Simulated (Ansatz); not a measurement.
Runs of Ansatz 0.2.0 on Si2Mo. Symmetry: I4/mmm, No. 139, tetragonal system. Conventional cell: a = 3.200 Å, b = 3.200 Å, c = 7.861 Å, α = 90.00°, β = 90.00°, γ = 90.00°. Around Mo (site symmetry 4/mmm) lie 10 Si at 2.62 Å. Si (site symmetry 4mm) has 5 Si at 2.61 to 2.63 Å and 5 Mo at 2.62 Å as nearest neighbours. 

```csv
task,level,spin,cell,k mesh,cutoff (eV),points for each segment of the path,gap on the mesh (eV),pressure (GPa),relaxed volume (Å³/atom),largest force (eV/Å)
band structure,r2SCAN,off,as given,12 × 12 × 12,500,14,none,-1.4,-,0.36
band structure,r2SCAN,"SOC, no magnetisation",as given,9 × 9 × 9,500,14,none,-1.4,-,0.38
phonons,LDA,off,as given,9 × 9 × 9,420,-,none,-,-,-
relaxation of cell and atoms,revPBE+D4,off,relaxed,12 × 12 × 12,420,-,-,0.0,(a),-
relaxation of cell and atoms,BLYP+D4,off,relaxed,12 × 12 × 12,420,-,-,0.0,13.36,-
```

Alike in all rows: potentials or basis Ansatz PAW; smearing fermi-dirac 0.05 eV.

Q: Fill in the values left out.

A: (a) 13.01.

Caveats: the PAW data sets come from PBE, with cores solved anew for the run's functional, which leaves a small shift of forces and pressure; the plane-wave basis is chosen anew once the cell has moved, so the energies of steps on either side of that aren't comparable (some runs).

A k mesh can miss the band edges, and rows without SOC leave out spin-orbit coupling on Mo.

A gap of «none» marks a metal or a gap under the smearing width.

Runs at the PBE level aren't shown here.
